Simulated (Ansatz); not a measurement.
# NiO: one cell, many SCF starts

Wanted: the lowest electronic state of NiO in this cell. One SCF may end in a higher state, so several starts are tried. NiO is taken in its deposited structure (space group Fm-3m, primitive cell doubled), 4 atoms in the cell. Source: COD entry 1010095, which need not be the ambient phase.

Computed with Ansatz 0.2.0 (DFT PBE, PAW, plane waves, scalar-relativistic, unless a step's input says otherwise).

## (1) The structure to begin with

Symmetry: Fm-3m, No. 225, cubic system. The conventional cell has a = 4.180 Å, b = 4.180 Å, c = 4.180 Å, α = 90.00°, β = 90.00°, γ = 90.00°. Ni (site symmetry m-3m) has 6 O at 2.09 Å as nearest neighbours. O (site symmetry m-3m) has 6 Ni at 2.09 Å as nearest neighbours.

Structure file:

```
CELL_PARAMETERS angstrom
0.00000 4.18000 4.18000
2.09000 0.00000 2.09000
2.09000 2.09000 0.00000
ATOMIC_POSITIONS crystal
Ni 0.25000 0.50000 0.50000
Ni 0.75000 0.50000 0.50000
O 0.00000 0.00000 0.00000
O 0.50000 0.00000 0.00000
```

In tables a label like O4 counts atoms in the order of input.yaml; a structure file may count by element.

The first starts: parallel moments, plain SCF; opposed moments +-, plain SCF; no spin polarisation; spin on, no moments given (the program may seed its own), plain SCF. What is tried next depends on their ends.

A plain SCF has the search for lower states switched off and ends at the first converged state. 

The total moment includes the space between the atomic spheres.

## (2) Parallel moments, plain SCF

The input, input.yaml:

```yaml
crystal:
  lattice:
    - [0.0, 4.18, 4.18]
    - [2.09, 0.0, 2.09]
    - [2.09, 2.09, 0.0]
  atoms:
    - { symbol: Ni, position: [0.25, 0.5, 0.5], spin: 2.0 }
    - { symbol: Ni, position: [0.75, 0.5, 0.5], spin: 2.0 }
    - { symbol: O, position: [0.0, 0.0, 0.0] }
    - { symbol: O, position: [0.5, 0.0, 0.0] }
magnetization:
  spin_polarized: true
hamiltonian:
  xc: pbe
  pseudopotentials: { kind: paw }
basis:
  ecutwfc: 420
kpoints:
  mp_grid: { grid: [5, 9, 9] }
scf:
  occupations: { method: gaussian, width: 0.02 }
  lower_state_search: "off"
output:
  forces: true
  stress: true
```

Output (excerpt; [...] marks lines left out):

```text
Warning: crystal.symmetry: narrowed to the stabiliser of the k-point mesh — unitary ops 24 → 8; excluded 16 operations that carry a point of the 5×9×9 mesh (shift [0, 0, 0]) off the mesh (the run samples exactly the mesh kpoints.mp_grid names, as under crystal.symmetry.detect: false, and [...]
Pseudopotentials: kind: paw
Pseudopotential: Ni, paw, valence charge 18, recommended cutoff 420 eV (normal), Ni.paw.azcp
Pseudopotential: O, paw, valence charge 6, recommended cutoff 420 eV (normal), O.paw.azcp
Functional definition: PBE
[...]
Crystal: 4 atoms, lattice volume = 36.517 Å³
Basis set: ecut = 420 eV, 707 PW (Γ), exchange–correlation on 80×40×40 points (8 copies of the dense FFT grid, shifted against one another)
Bands: 32, of which v1, the nominal top of the filled ones, is band 24 counted from 1 (23 counted from 0)
Symmetry: 8 space group operations
k-points: 115 of 405
[...]
Starting moments: Σ|m| = 4 μB on 2 of 4 sites
[...]
SCF iter   1: F=—  HF=-12817.467792 eV  |F-HF|=—  |Δ(HF+E_count)|=         —  Δρ=3.85e-1 (↑9.46e-2 ↓3.85e-1)  dr2=5.38e1  dr2_m=1.03e1  M=0.976 μB ∫|m|=0.978 μB  β_m=0.30  ethr=3.10e-3  ⟨swp⟩=5.0  Hψ=27089  notcnv=0
[...]
spin=Collinear: Kerker preconditioning applied to the charge; magnetization (m = ρ↑ − ρ↓) channel mixes plain (no charge-response kernel on spin).
[...]
spin-set hold released at iteration 2 (the charge has settled, or the pull on large starting moments outlasts its swing): the magnetisation degrees of freedom join the quasi-Newton model from the next iteration; the mixer history was flushed
[...]
SCF iter  14: F=-12811.340837 eV  HF=-12811.340837 eV  |F-HF|=5.15e-9  |Δ(HF+E_count)|=   4.15e-9  Δρ=5.19e-6 (↑2.60e-6 ↓5.19e-6)  dr2=6.46e-9  dr2_m=3.53e-9  M=3.477 μB ∫|m|=3.491 μB  ethr=1.51e-10  ⟨swp⟩=2.1  Hψ=22108  notcnv=0
[...]
SCF converged after 14 iterations
Magnetization: 3.4765 μB (25.7383 up, 22.2617 down)
Absolute magnetization: 3.4897 μB (∫|ρ↑−ρ↓|, with the PAW one-centre terms)
Spin contamination: 0.0133 ħ² per cell (⟨S²⟩ above its minimum at these occupations)
Per-site moments (μB) at R_I (Å): [(1.4077755087985506, 0.8621249999999999), (1.4077755087985506, 0.8621249999999999), (0.27505280461582526, 0.8621249999999999), (0.27505280461582526, 0.8621249999999999)]
Free energy (F): -12811.340837 eV
[...]
E sigma→0 (E₀):  -12811.340680 eV
Entropy (-TS):   -0.000314 eV (-0.078 meV/atom)
Fermi energy:    14.413817 eV
[...]
--- Forces (eV/Å), atoms counted from 1 ---
  atom   1  Ni     0.00000000     0.00000000    -0.00000000
  atom   2  Ni     0.00000000     0.00000000    -0.00000000
  atom   3  O      0.00000000     0.00000000    -0.00000000
  atom   4  O      0.00000000     0.00000000     0.00000000
[...]
--- Stress (GPa, compression-positive) ---
        4.398358      -0.017297      -0.017297
       -0.017476       4.565745      -0.012656
       -0.017476      -0.012656       4.565745
  P = ⅓ Tr σ = 4.5099 GPa (45.099 kbar)
```

Wall time 11 s (2 threads of an x86-64 CPU, shared host); peak memory 0.48 GiB.

Result: ferromagnetic, site moments Ni1 1.41, Ni2 1.41, O3 0.28, O4 0.28 μB, total 3.48 μB per cell, no gap on the k-mesh.

## (3) Opposed moments +-, plain SCF

Changes to input.yaml since step 2:

```diff
@@ -7,3 +7,3 @@
     - { symbol: Ni, position: [0.25, 0.5, 0.5], spin: 2.0 }
-    - { symbol: Ni, position: [0.75, 0.5, 0.5], spin: 2.0 }
+    - { symbol: Ni, position: [0.75, 0.5, 0.5], spin: -2.0 }
     - { symbol: O, position: [0.0, 0.0, 0.0] }
```

Output (excerpt; [...] marks lines left out):

```text
Warning: crystal.symmetry: narrowed to the stabiliser of the k-point mesh — unitary ops 12 → 4; excluded 8 operations that carry a point of the 5×9×9 mesh (shift [0, 0, 0]) off the mesh (the run samples exactly the mesh kpoints.mp_grid names, as under crystal.symmetry.detect: false, and [...]
[... 12 lines as in an earlier run ...]
Symmetry: 4 space group operations
[... 7 lines as in an earlier run ...]
Starting moments: Σ|m| = 4 μB on 2 of 4 sites
[... 2 lines as in an earlier run ...]
spin-down is spin-up translated by (0.5, 0, 0): one eigenproblem is solved per k-point and the antiferromagnetic symmetry of the starting moments is kept exactly by this SCF (crystal.symmetry.spin_inversion_symmetry: false solves both channels; [...]
SCF iter   1: F=—  HF=-12817.523737 eV  |F-HF|=—  |Δ(HF+E_count)|=         —  Δρ=2.69e-1 (↑2.69e-1 ↓2.69e-1)  dr2=5.09e1  dr2_m=8.98e0  M=0.000 μB ∫|m|=1.017 μB  β_m=0.30  ethr=3.10e-3  ⟨swp⟩=5.0  Hψ=13567  notcnv=0
[...]
[... 1 line as in an earlier run ...]
[...]
SCF converged after 11 iterations
Magnetization: 0.0000 μB (24.0000 up, 24.0000 down)
Absolute magnetization: 3.0187 μB (∫|ρ↑−ρ↓|, with the PAW one-centre terms)
Spin contamination: 1.5160 ħ² per cell (⟨S²⟩ above its minimum at these occupations)
Per-site moments (μB) at R_I (Å): [(1.3660160681361921, 0.8621249999999999), (-1.3660160681361921, 0.8621249999999999), (-1.2123200119806693e-19, 0.8621249999999999), (-4.999665188315742e-18, 0.8621249999999999)]
Free energy (F): -12811.878710 eV
[...]
E sigma→0 (E₀):  -12811.878710 eV
Fermi energy:    14.310938 eV
[...]
--- Forces (eV/Å), atoms counted from 1 ---
  atom   1  Ni     0.00000000     0.00000000    -0.00000000
  atom   2  Ni     0.00000000     0.00000000     0.00000000
  atom   3  O      0.00000000     0.00000000     0.00000000
  atom   4  O     -0.00000000    -0.00000000    -0.00000000
[...]
--- Stress (GPa, compression-positive) ---
        1.750585       0.267478       0.267478
        0.267477       1.747109      -0.268451
        0.267477      -0.268451       1.747109
  P = ⅓ Tr σ = 1.7483 GPa (17.483 kbar)
```

It took 4.8 s on 2 threads of an x86-64 CPU, shared host; peak memory 0.5 GiB.

Result: antiferromagnetic (magnetic neighbours of Ni1 with a moment over 0.3 of its own that point the other way: 6 of 12 at 2.96 Å, 6 of 6 at 4.18 Å), site moments Ni1 1.37, Ni2 -1.37 μB, total 0.00 μB per cell, a gap of 0.97 eV on the k-mesh. It lies 134 meV/atom below the lowest state so far (step 2).

## (4) No spin polarisation

Changes to input.yaml since step 3:

```diff
@@ -6,8 +6,6 @@
   atoms:
-    - { symbol: Ni, position: [0.25, 0.5, 0.5], spin: 2.0 }
-    - { symbol: Ni, position: [0.75, 0.5, 0.5], spin: -2.0 }
+    - { symbol: Ni, position: [0.25, 0.5, 0.5] }
+    - { symbol: Ni, position: [0.75, 0.5, 0.5] }
     - { symbol: O, position: [0.0, 0.0, 0.0] }
     - { symbol: O, position: [0.5, 0.0, 0.0] }
-magnetization:
-  spin_polarized: true
 hamiltonian:
```

Output (excerpt; [...] marks lines left out):

```text
[... 12 lines as in an earlier run ...]
Bands: 28, of which v1, the nominal top of the filled ones, is band 24 counted from 1 (23 counted from 0)
[... 7 lines as in an earlier run ...]
[...]
[... 2 lines as in an earlier run ...]
SCF iter   1: F=—  HF=-12811.118049 eV  |F-HF|=—  |Δ(HF+E_count)|=         —  Δρ=4.62e-3  dr2=6.69e-3  ethr=1.77e-3  ⟨swp⟩=4.6  Hψ=10877  notcnv=0
[...]
SCF iter   6: F=-12811.117715 eV  HF=-12811.117715 eV  |F-HF|=2.60e-9  |Δ(HF+E_count)|=   1.12e-7  Δρ=1.67e-5  dr2=4.14e-8  ethr=2.08e-10  ⟨swp⟩=3.9  Hψ=13732  notcnv=0
[...]
SCF converged after 6 iterations
Free energy (F): -12811.117715 eV
[...]
E sigma→0 (E₀):  -12811.117354 eV
Entropy (-TS):   -0.000721 eV (-0.180 meV/atom)
Fermi energy:    14.343559 eV
[...]
--- Forces (eV/Å), atoms counted from 1 ---
  atom   1  Ni     0.00000000    -0.00000000     0.00000000
  atom   2  Ni     0.00000000    -0.00000000     0.00000000
  atom   3  O      0.00000000     0.00000000     0.00000000
  atom   4  O      0.00000000     0.00000000     0.00000000
[...]
--- Stress (GPa, compression-positive) ---
       -3.238110       0.092932       0.092932
        0.092930      -3.053304      -0.146740
        0.092930      -0.146740      -3.053304
  P = ⅓ Tr σ = -3.1149 GPa (-31.149 kbar)
```

Wall time 2.6 s (2 threads of an x86-64 CPU, shared host); peak memory 0.44 GiB.

End: non-magnetic (no spin polarisation), no gap on the k-mesh. It lies 190 meV/atom above the lowest state so far (step 3).

## (5) Spin on, no moments given (the program may seed its own), plain SCF

Changes to input.yaml since step 4:

```diff
@@ -23 +23,3 @@
   stress: true
+magnetization:
+  spin_polarized: true
```

Output (excerpt; [...] marks lines left out):

```text
[... 1 line as in an earlier run ...]
band count auto-derived: 30 (N_el = 48.0; filled up to band 24; 29 by the electrons, moments and atoms)
[... 11 lines as in an earlier run ...]
Bands: 30, of which v1, the nominal top of the filled ones, is band 24 counted from 1 (23 counted from 0)
[... 10 lines as in an earlier run ...]
SCF iter   1: F=—  HF=-12819.049782 eV  |F-HF|=—  |Δ(HF+E_count)|=         —  Δρ=2.28e-1 (↑2.28e-1 ↓2.28e-1)  dr2=5.86e1  dr2_m=0.00e0  M=0.000 μB ∫|m|=0.000 μB  β_m=0.30  ethr=3.10e-3  ⟨swp⟩=5.0  Hψ=12100  notcnv=0
[...]
[... 1 line as in an earlier run ...]
[...]
SCF iter  13: F=-12811.340837 eV  HF=-12811.340837 eV  |F-HF|=2.48e-9  |Δ(HF+E_count)|=   6.27e-8  Δρ=8.74e-6 (↑6.34e-6 ↓8.74e-6)  dr2=1.61e-8  dr2_m=1.44e-8  M=3.477 μB ∫|m|=3.491 μB  ethr=2.08e-10  ⟨swp⟩=4.0  Hψ=22427  notcnv=0
[...]
SCF converged after 13 iterations
Magnetization: 3.4766 μB (25.7383 up, 22.2617 down)
Absolute magnetization: 3.4898 μB (∫|ρ↑−ρ↓|, with the PAW one-centre terms)
Spin contamination: 0.0133 ħ² per cell (⟨S²⟩ above its minimum at these occupations)
Per-site moments (μB) at R_I (Å): [(1.4078005857242482, 0.8621249999999999), (1.4078005857242482, 0.8621249999999999), (0.2750729195113633, 0.8621249999999999), (0.2750729195113633, 0.8621249999999999)]
Free energy (F): -12811.340837 eV
[...]
E sigma→0 (E₀):  -12811.340680 eV
Entropy (-TS):   -0.000314 eV (-0.078 meV/atom)
Fermi energy:    14.413826 eV
[... 26 lines left out: energy terms, forces, stress ...]
```

It took 7.5 s on 2 threads of an x86-64 CPU, shared host; peak memory 0.5 GiB.

This is the state of step 2 again (ferromagnetic), after 13 iterations.

## (6) Parallel moments scaled by 0.1, plain SCF

Changes to input.yaml since step 5:

```diff
@@ -6,6 +6,8 @@
   atoms:
-    - { symbol: Ni, position: [0.25, 0.5, 0.5] }
-    - { symbol: Ni, position: [0.75, 0.5, 0.5] }
+    - { symbol: Ni, position: [0.25, 0.5, 0.5], spin: 0.2 }
+    - { symbol: Ni, position: [0.75, 0.5, 0.5], spin: 0.2 }
     - { symbol: O, position: [0.0, 0.0, 0.0] }
     - { symbol: O, position: [0.5, 0.0, 0.0] }
+magnetization:
+  spin_polarized: true
 hamiltonian:
@@ -23,3 +25 @@
   stress: true
-magnetization:
-  spin_polarized: true
```

Output (excerpt; [...] marks lines left out):

```text
[... 21 lines as in an earlier run ...]
Starting moments: Σ|m| = 0.4 μB on 2 of 4 sites
[... 2 lines as in an earlier run ...]
SCF iter   1: F=—  HF=-12819.033393 eV  |F-HF|=—  |Δ(HF+E_count)|=         —  Δρ=2.43e-1 (↑2.12e-1 ↓2.43e-1)  dr2=5.85e1  dr2_m=1.03e-1  M=0.084 μB ∫|m|=0.085 μB  β_m=0.30  ethr=3.10e-3  ⟨swp⟩=5.0  Hψ=24079  notcnv=0
[...]
[... 1 line as in an earlier run ...]
[...]
spin-set hold released at iteration 7 (site moments contracting): the magnetisation degrees of freedom join the quasi-Newton model from the next iteration; the mixer history was flushed
[...]
SCF iter  45: F=-12811.340837 eV  HF=-12811.340837 eV  |F-HF|=9.35e-10  |Δ(HF+E_count)|=    0.00e0  Δρ=1.73e-6 (↑1.73e-6 ↓2.63e-7)  dr2=4.70e-10  dr2_m=2.55e-10  M=3.477 μB ∫|m|=3.491 μB  ethr=1.00e-12  ⟨swp⟩=1.6  Hψ=22859  notcnv=0
[...]
SCF converged after 45 iterations
Magnetization: 3.4765 μB (25.7383 up, 22.2617 down)
Absolute magnetization: 3.4897 μB (∫|ρ↑−ρ↓|, with the PAW one-centre terms)
Spin contamination: 0.0133 ħ² per cell (⟨S²⟩ above its minimum at these occupations)
Per-site moments (μB) at R_I (Å): [(1.4077847999761357, 0.8621249999999999), (1.4077847999761357, 0.8621249999999999), (0.2750604054425015, 0.8621249999999999), (0.2750604054425015, 0.8621249999999999)]
Free energy (F): -12811.340837 eV
[...]
E sigma→0 (E₀):  -12811.340680 eV
Entropy (-TS):   -0.000314 eV (-0.078 meV/atom)
Fermi energy:    14.413819 eV
[... 31 lines left out: energy terms, forces, stress, bands ...]
```

Wall time 76 s (2 threads of an x86-64 CPU, shared host); peak memory 0.97 GiB.

Nothing new: the 45 iterations lead to the state found in step 2 (ferromagnetic).

## (7) Moments +- scaled by 0.65, plain SCF

Changes to input.yaml since step 6:

```diff
@@ -6,4 +6,4 @@
   atoms:
-    - { symbol: Ni, position: [0.25, 0.5, 0.5], spin: 0.2 }
-    - { symbol: Ni, position: [0.75, 0.5, 0.5], spin: 0.2 }
+    - { symbol: Ni, position: [0.25, 0.5, 0.5], spin: 1.3 }
+    - { symbol: Ni, position: [0.75, 0.5, 0.5], spin: -1.3 }
     - { symbol: O, position: [0.0, 0.0, 0.0] }
```

Output (excerpt; [...] marks lines left out):

```text
[... 12 lines as in an earlier run ...]
Bands: 31, of which v1, the nominal top of the filled ones, is band 24 counted from 1 (23 counted from 0)
[... 8 lines as in an earlier run ...]
Starting moments: Σ|m| = 2.6 μB on 2 of 4 sites
[... 3 lines as in an earlier run ...]
SCF iter   1: F=—  HF=-12818.407737 eV  |F-HF|=—  |Δ(HF+E_count)|=         —  Δρ=2.45e-1 (↑2.45e-1 ↓2.45e-1)  dr2=5.53e1  dr2_m=3.72e0  M=0.000 μB ∫|m|=0.643 μB  β_m=0.30  ethr=3.10e-3  ⟨swp⟩=5.0  Hψ=12836  notcnv=0
[...]
[... 1 line as in an earlier run ...]
[...]
spin-set hold released at iteration 7 (site moments contracting): the magnetisation degrees of freedom join the quasi-Newton model from the next iteration; the mixer history was flushed
[...]
SCF iter  15: F=-12811.878710 eV  HF=-12811.878710 eV  |F-HF|=2.29e-10  |Δ(HF+E_count)|=  3.95e-10  Δρ=5.31e-7 (↑5.31e-7 ↓5.31e-7)  dr2=2.08e-10  dr2_m=1.69e-11  M=0.000 μB ∫|m|=3.020 μB  ethr=3.75e-11  ⟨swp⟩=2.0  Hψ=10463  notcnv=0
[...]
SCF converged after 15 iterations
an eigenvalue changed by more than its tolerance at an iteration that met the thresholds in force, so the SCF went on 1 time: the last check found none over its tolerance
Magnetization: 0.0000 μB (24.0000 up, 24.0000 down)
Absolute magnetization: 3.0187 μB (∫|ρ↑−ρ↓|, with the PAW one-centre terms)
Spin contamination: 1.5160 ħ² per cell (⟨S²⟩ above its minimum at these occupations)
Per-site moments (μB) at R_I (Å): [(1.3660128081066714, 0.8621249999999999), (-1.3660128081066714, 0.8621249999999999), (-2.4461126803501116e-17, 0.8621249999999999), (1.9340285410747518e-17, 0.8621249999999999)]
Free energy (F): -12811.878710 eV
[...]
E sigma→0 (E₀):  -12811.878710 eV
Fermi energy:    14.310934 eV
[... 26 lines left out: energy terms, forces, stress ...]
```

It took 6.7 s on 2 threads of an x86-64 CPU, shared host; peak memory 0.5 GiB.

The run ends in the same state as step 3 (antiferromagnetic); it took 15 iterations.

## (8) A moment on one site alone, plain SCF

Changes to input.yaml since step 7:

```diff
@@ -6,4 +6,4 @@
   atoms:
-    - { symbol: Ni, position: [0.25, 0.5, 0.5], spin: 1.3 }
-    - { symbol: Ni, position: [0.75, 0.5, 0.5], spin: -1.3 }
+    - { symbol: Ni, position: [0.25, 0.5, 0.5] }
+    - { symbol: Ni, position: [0.75, 0.5, 0.5], spin: 2.0 }
     - { symbol: O, position: [0.0, 0.0, 0.0] }
```

Output (excerpt; [...] marks lines left out):

```text
[... 21 lines as in an earlier run ...]
Starting moments: Σ|m| = 2 μB on 1 of 4 sites
[... 2 lines as in an earlier run ...]
SCF iter   1: F=—  HF=-12818.279691 eV  |F-HF|=—  |Δ(HF+E_count)|=         —  Δρ=3.11e-1 (↑1.73e-1 ↓3.11e-1)  dr2=5.55e1  dr2_m=4.74e0  M=0.524 μB ∫|m|=0.605 μB  β_m=0.30  ethr=3.10e-3  ⟨swp⟩=5.0  Hψ=24061  notcnv=0
[...]
[... 1 line as in an earlier run ...]
[...]
spin-set hold released at iteration 6 (the charge has settled, or the pull on large starting moments outlasts its swing): the magnetisation degrees of freedom join the quasi-Newton model from the next iteration; the mixer history was flushed
[...]
SCF iter  16: F=-12811.878710 eV  HF=-12811.878710 eV  |F-HF|=6.82e-9  |Δ(HF+E_count)|=   2.05e-9  Δρ=4.06e-6 (↑4.06e-6 ↓2.89e-6)  dr2=1.86e-8  dr2_m=6.57e-10  M=0.000 μB ∫|m|=3.020 μB  ethr=2.08e-10  ⟨swp⟩=3.0  Hψ=25291  notcnv=0
[...]
SCF converged after 16 iterations
Magnetization: 0.0000 μB (24.0000 up, 24.0000 down)
Absolute magnetization: 3.0187 μB (∫|ρ↑−ρ↓|, with the PAW one-centre terms)
Spin contamination: 1.5160 ħ² per cell (⟨S²⟩ above its minimum at these occupations)
Per-site moments (μB) at R_I (Å): [(-1.3660155817946784, 0.8621249999999999), (1.3660145256851468, 0.8621249999999999), (4.151108699203154e-6, 0.8621249999999999), (4.151108699167613e-6, 0.8621249999999999)]
Free energy (F): -12811.878710 eV
[...]
E sigma→0 (E₀):  -12811.878710 eV
Fermi energy:    14.310989 eV
[... 26 lines left out: energy terms, forces, stress ...]
```

Wall time 10 s (2 threads of an x86-64 CPU, shared host); peak memory 0.5 GiB.

Nothing new: the 16 iterations lead to the state found in step 3 (antiferromagnetic).

## (9) All ends together

```
step  iterations  state  moments of Ni1 Ni2 O3 O4 (μB)  total (μB)  gap (eV)  pressure (GPa)  above lowest (meV/atom)
   2          14      2            1.41 1.41 0.28 0.28        3.48      none             4.5                      134
   3          11      1           1.37 -1.37 0.00 0.00        0.00      0.97             1.7                      0.0
   4           6      3            0.00 0.00 0.00 0.00        0.00      none            -3.1                      190
   5          13      2            1.41 1.41 0.28 0.28        3.48      none             4.5                      134
   6          45      2            1.41 1.41 0.28 0.28        3.48      none             4.5                      134
   7          15      1           1.37 -1.37 0.00 0.00        0.00      0.97             1.7                      0.0
   8          16      1           -1.37 1.37 0.00 0.00        0.00      0.97             1.7                      0.0
```

States are numbered from the lowest. Starts by step: 2 parallel moments, plain SCF; 3 opposed moments +-, plain SCF; 4 no spin polarisation; 5 spin on, no moments given (the program may seed its own), plain SCF; 6 parallel moments scaled by 0.1, plain SCF; 7 moments +- scaled by 0.65, plain SCF; 8 a moment on one site alone, plain SCF.

The 7 runs of this session took 2 min in all, from 2.6 s to 76 s each.

Decimal logarithm of the largest residual (eV) by iteration, counted through all cycles of a run:

```csv
iteration,step 2,step 3,step 4,step 5,step 6,step 7,step 8
1,1.7,1.7,-2.2,1.8,1.8,1.7,1.7
2,0.1,0.1,-2.8,1.6,0.0,0.0,0.2
3,0.1,0.0,-4.3,1.1,-0.2,-0.5,0.2
4,-0.6,-0.1,-5.6,0.5,-1.8,-1.2,0.4
5,-1.0,-1.2,-6.0,-0.2,-0.9,-1.2,0.3
9,-4.1,-5.4,-,-3.5,-3.0,-1.3,-2.0
13,-7.1,-,-,-7.8,-3.3,-6.3,-5.2
17,-,-,-,-,-3.2,-,-
21,-,-,-,-,-2.6,-,-
25,-,-,-,-,-3.3,-,-
29,-,-,-,-,-3.2,-,-
33,-,-,-,-,-3.3,-,-
37,-,-,-,-,-3.1,-,-
41,-,-,-,-,-4.3,-,-
45,-,-,-,-,-9.3,-,-
```

## (10) Outcome

| quantity | value |
| --- | --- |
| distinct states | 3 from 7 converged runs |
| lowest state from plain starts | antiferromagnetic |
| its moments | Ni1 1.37, Ni2 -1.37 μB |
| total moment | 0.00 μB per cell |
| gap on the k-mesh | 0.97 eV |
| pressure | 1.7 GPa |
| largest force | 0.000 eV/Å |
| next state | ferromagnetic, 134 meV/atom higher |
| highest state | non-magnetic (no spin polarisation), 190 meV/atom higher |

In words: Distinct end states: 3, from 7 converged runs. Switching spin polarisation off costs 190 meV/atom in free energy, smearing entropy included. The best ferromagnetic state lies 134 meV/atom above the best antiferromagnetic one. A lower state than any found can't be excluded. The mesh has less symmetry than the lattice, which lowers the symmetry of the run.
